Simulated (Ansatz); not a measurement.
**AgCl: how the settings move a single-point run**

How sensitive is a single-point run of AgCl to its settings? A reference run comes first, then five runs with altered input. The cell is built on a prototype (zincblende) and needn't be the phase found in nature.

Program: Ansatz 0.2.0. Level of theory: reference: DFT, HSE06, plane waves, PAW. These are calculated values, not measurements.

4 further runs of the same task are left out: 4 that didn't finish.

## Step 1: Starting point

It takes space group F-43m (No. 216, cubic). The conventional cell has a = 5.986 Å, b = 5.986 Å, c = 5.986 Å, α = 90.00°, β = 90.00°, γ = 90.00°. Around Ag (site symmetry -43m) lie 4 Cl at 2.59 Å. Cl (site symmetry -43m) is surrounded by 4 Ag at 2.59 Å.

As a file:

```cif
data_structure
_symmetry_space_group_name_H-M 'P 1'
_symmetry_Int_Tables_number 1
_cell_length_a 4.2331
_cell_length_b 4.2331
_cell_length_c 4.2331
_cell_angle_alpha 60.000
_cell_angle_beta 60.000
_cell_angle_gamma 60.000
_cell_volume 53.64
loop_
_atom_site_label
_atom_site_type_symbol
_atom_site_fract_x
_atom_site_fract_y
_atom_site_fract_z
_atom_site_occupancy
Ag1 Ag 0.00000 0.00000 0.00000 1
Cl1 Cl 0.25000 0.25000 0.25000 1
```

## Step 2: Baseline

The input, input.yaml:

```yaml
crystal:
  lattice:
    - [0.0, 2.9932461729, 2.9932461729]
    - [2.9932461729, 0.0, 2.9932461729]
    - [2.9932461729, 2.9932461729, 0.0]
  atoms:
    - { symbol: Ag, position: [0.0, 0.0, 0.0] }
    - { symbol: Cl, position: [0.25, 0.25, 0.25] }
kpoints:
  mp_grid: { grid: [4, 4, 4] }
hamiltonian:
  xc: hse06
scf:
  occupations: { method: fixed }
  n_extra_bands: 4
output:
  forces: true
  stress: true
  eigenvalues: true
```

The run is started by

```sh
$ ansatz run input.yaml --threads 4 --pin off --max-ram 3686MiB --backend cpu --events-out ev --progress --plain --runs-dir out
```

## Step 3: Variant: mp_grid.grid [6, 6, 6], xc r2scan

input.yaml, as its differences from that of step 2:

```diff
@@ -9,5 +9,5 @@
 kpoints:
-  mp_grid: { grid: [4, 4, 4] }
+  mp_grid: { grid: [6, 6, 6] }
 hamiltonian:
-  xc: hse06
+  xc: r2scan
 scf:
```

## Step 4: Changing settings: singularity none

input.yaml, as its differences from that of step 2:

```diff
@@ -15,2 +15,3 @@
   n_extra_bands: 4
+  exx: { singularity: none }
 output:
```

## Step 5: Changed: exchange pbe, correlation pbe, coeff 0.05

input.yaml, as its differences from that of step 2:

```diff
@@ -11,3 +11,3 @@
 hamiltonian:
-  xc: hse06
+  xc: { exchange: pbe, correlation: pbe, exx: { coeff: 0.05 } }
 scf:
```

## Step 6: Changing settings: exchange pbe, correlation pbe, coeff 0.75, omega 0.2078

input.yaml, as its differences from that of step 2:

```diff
@@ -11,3 +11,6 @@
 hamiltonian:
-  xc: hse06
+  xc:
+    exchange: pbe
+    correlation: pbe
+    exx: { coeff: 0.75, omega: 0.2078 }
 scf:
```

## Step 7: Changing settings: accuracy high

input.yaml, as its differences from that of step 2:

```diff
@@ -19 +19,2 @@
   eigenvalues: true
+accuracy: high
```

Before running it: what results should come out? Wanted: for each run, ending; energy change; pressure; gap; force.

The runs gave:

| run | ending | energy change | pressure (GPa) | gap (eV) | force (eV/Å) | cycles | time |
| --- | --- | --- | --- | --- | --- | --- | --- |
| reference | converged | 0 | 1.1 | 2.72 | 0.00 | 11 | 6 s |
| 1: mp_grid.grid [6, 6, 6], xc r2scan | converged | not comparable | 0.0 | 1.65 | 0.00 | 6 | 1.5 s |
| 2: singularity none | converged | - | 1.1 | 2.72 | 0.00 | 11 | 6 s |
| 3: exchange pbe, correlation pbe, coeff 0.05 | converged | not comparable | 1.2 | 1.68 | 0.00 | 11 | 5.1 s |
| 4: exchange pbe, correlation pbe, coeff 0.75, omega 0.2078 | converged | not comparable | 1.1 | 5.79 | 0.00 | 18 | 7.4 s |
| 5: accuracy high | converged | 0.0 meV/atom | 1.1 | 2.72 | 0.00 | 11 | 6 s |

Residual by cycle in the longest SCF loop of each run; runs are numbered as in the table. The quantity is the density residual dr2, in eV.

| cycle | reference | run 1 | run 2 | run 3 | run 4 | run 5 |
| --- | --- | --- | --- | --- | --- | --- |
| 1 | 0.0453 | 0.0197 | 0.0451 | 0.00219 | 0.198 | 0.0454 |
| 2 | 0.00478 | 0.00423 | 0.00477 | 2.9e-4 | 0.0394 | 0.00478 |
| 3 | 0.00136 | 7.3e-4 | 0.00136 | 4.1e-5 | 0.0201 | 0.00135 |
| 4 | 1.8e-4 | 3.8e-5 | 1.8e-4 | 7.6e-6 | 0.00277 | 1.8e-4 |
| 5 | 5.9e-5 | 1.3e-6 | 5.8e-5 | 1.5e-7 | 0.00183 | 5.9e-5 |
| 6 | 2.0e-6 | 2.3e-8 | 2.0e-6 | 3.0e-7 | 1.4e-4 | 2.0e-6 |
| 7 | - | - | - | 5.8e-10 | - | - |

**Reading.** «accuracy high» leaves the energy as it was. Of the variants the dearest is «exchange pbe, correlation pbe, coeff 0.75, omega 0.2078» (7.4 s), the cheapest «mp_grid.grid [6, 6, 6], xc r2scan» (1.5 s), on a shared host.
